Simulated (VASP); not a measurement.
Here is a VASP 6.6.1 calculation.

File INCAR:

```
SYSTEM = GaAs
PREC     = Accurate       ! precision mode
ENCUT    = 520            ! plane-wave cutoff, eV
EDIFF    = 1E-7           ! SCF threshold, eV
ISMEAR   = -1             ! smearing method
SIGMA    = 0.05           ! smearing width, eV
LREAL    = .False.        ! projectors in reciprocal space
LASPH    = .True.         ! aspherical terms in the spheres
NELM     = 100            ! most SCF steps
ALGO     = Normal         ! electronic algorithm
ISIF     = 2              ! what is computed and relaxed
LWAVE    = .False.        ! write WAVECAR
LCHARG   = .False.        ! write CHGCAR
METAGGA  = TPSS           ! meta-GGA
LMIXTAU  = .True.       
NBANDS   = 16             ! bands
```

The input KPOINTS:

```
regular mesh
0
Gamma
  8 8 8
  0 0 0
```

File POSCAR:

```
GaAs
1.0
    0.0000000000      2.8268500000      2.8268500000
    2.8268500000      0.0000000000      2.8268500000
    2.8268500000      2.8268500000      0.0000000000
As Ga
1 1
Direct
    0.7500000000      0.7500000000      0.7500000000
    0.0000000000      0.0000000000      0.0000000000
```

Contents of KPOINTS_OPT:

```
path GXWKGLUWLK,UX
20
line-mode
reciprocal
 0.0000000000  0.0000000000  0.0000000000  G
 0.5000000000  0.0000000000  0.5000000000  X

 0.5000000000  0.0000000000  0.5000000000  X
 0.5000000000  0.2500000000  0.7500000000  W

 0.5000000000  0.2500000000  0.7500000000  W
 0.3750000000  0.3750000000  0.7500000000  K

 0.3750000000  0.3750000000  0.7500000000  K
 0.0000000000  0.0000000000  0.0000000000  G

 0.0000000000  0.0000000000  0.0000000000  G
 0.5000000000  0.5000000000  0.5000000000  L

 0.5000000000  0.5000000000  0.5000000000  L
 0.6250000000  0.2500000000  0.6250000000  U

 0.6250000000  0.2500000000  0.6250000000  U
 0.5000000000  0.2500000000  0.7500000000  W

 0.5000000000  0.2500000000  0.7500000000  W
 0.5000000000  0.5000000000  0.5000000000  L

 0.5000000000  0.5000000000  0.5000000000  L
 0.3750000000  0.3750000000  0.7500000000  K

 0.6250000000  0.2500000000  0.6250000000  U
 0.5000000000  0.0000000000  0.5000000000  X
```

Potentials or basis: VASP PAW PBE potentials, release 64 (As, Ga_d).

Launch:

```console
$ cat potpaw_PBE.64/As/POTCAR potpaw_PBE.64/Ga_d/POTCAR > POTCAR
$ mpirun -np 1 vasp_std > vasp.out
```

Task: What does it give for the pressure?

Result: 2.1 GPa.

Task: What does it give for the band gap on the k mesh?

Result: 0.67 eV, direct.

Task: Predict the band gap along the path.

Result: 0.67 eV, direct.

Levels at the corners of the path, in eV from the valence-band top:
| point | band 5 | band 6 | band 7 | band 8 | band 9 | band 10 | band 11 | band 12 | band 13 | band 14 |
| --- | --- | --- | --- | --- | --- | --- | --- | --- | --- | --- |
| Γ | -14.78 | -12.89 | 0.00 | 0.00 | 0.00 | 0.67 | 3.85 | 3.85 | 3.85 | 7.62 |
| X | -14.77 | -10.34 | -6.87 | -2.71 | -2.71 | 1.49 | 1.70 | 10.40 | 10.40 | 11.14 |
| X | -14.77 | -10.34 | -6.87 | -2.71 | -2.71 | 1.49 | 1.70 | 10.40 | 10.40 | 11.14 |
| W | -14.78 | -10.28 | -6.67 | -3.59 | -3.39 | 4.74 | 4.76 | 5.58 | 6.13 | 11.29 |
| W | -14.78 | -10.28 | -6.67 | -3.59 | -3.39 | 4.74 | 4.76 | 5.58 | 6.13 | 11.29 |
| K | -14.78 | -10.38 | -6.68 | -3.92 | -2.29 | 2.01 | 4.72 | 8.11 | 8.24 | 8.80 |
| K | -14.78 | -10.38 | -6.68 | -3.92 | -2.29 | 2.01 | 4.72 | 8.11 | 8.24 | 8.80 |
| Γ | -14.78 | -12.89 | 0.00 | 0.00 | 0.00 | 0.67 | 3.85 | 3.85 | 3.85 | 7.62 |
| Γ | -14.78 | -12.89 | 0.00 | 0.00 | 0.00 | 0.67 | 3.85 | 3.85 | 3.85 | 7.62 |
| L | -14.78 | -11.09 | -6.71 | -1.15 | -1.15 | 1.09 | 4.75 | 4.75 | 7.78 | 10.52 |
| L | -14.78 | -11.09 | -6.71 | -1.15 | -1.15 | 1.09 | 4.75 | 4.75 | 7.78 | 10.52 |
| U | -14.78 | -10.38 | -6.68 | -3.92 | -2.29 | 2.01 | 4.72 | 8.11 | 8.24 | 8.80 |
| U | -14.78 | -10.38 | -6.68 | -3.92 | -2.29 | 2.01 | 4.72 | 8.11 | 8.24 | 8.80 |
| W | -14.78 | -10.28 | -6.67 | -3.59 | -3.39 | 4.74 | 4.76 | 5.58 | 6.13 | 11.29 |
| W | -14.78 | -10.28 | -6.67 | -3.59 | -3.39 | 4.74 | 4.76 | 5.58 | 6.13 | 11.29 |
| L | -14.78 | -11.09 | -6.71 | -1.15 | -1.15 | 1.09 | 4.75 | 4.75 | 7.78 | 10.52 |
| L | -14.78 | -11.09 | -6.71 | -1.15 | -1.15 | 1.09 | 4.75 | 4.75 | 7.78 | 10.52 |
| K | -14.78 | -10.38 | -6.68 | -3.92 | -2.29 | 2.01 | 4.72 | 8.11 | 8.24 | 8.80 |
| U | -14.78 | -10.38 | -6.68 | -3.92 | -2.29 | 2.01 | 4.72 | 8.11 | 8.24 | 8.80 |
| X | -14.77 | -10.34 | -6.87 | -2.71 | -2.71 | 1.49 | 1.70 | 10.40 | 10.40 | 11.14 |

Caveat: the PAW data sets were made with another functional, which shifts forces and pressure a little.

**Experimental background.**

“Evidence of valence band perturbations in GaAsN/GaAs(001): A combined variable-angle spectroscopic ellipsometry and modulated photoreflectance investigation”, 2008, arxiv:0805.2212 reports, for a bulk crystal of GaAs at 300 K: band gap 1.412 ± 0.01 eV (direct).

Against the measured gap of GaAs, 1.412 eV (direct; 300 K; “Evidence of valence band perturbations in GaAsN/GaAs(001): A combined variable-angle spectroscopic ellipsometry and modulated photoreflectance investigation”, 2008, arxiv:0805.2212), the calculated 0.67 eV is off by -0.74 eV. 3 values of this kind are on record (1.412 to 1.51 eV); this one was drawn at random among those near their median, those with a stated uncertainty first. Spin-orbit coupling on As, Ga is left out. The value is that of TPSS, without temperature or zero-point motion.
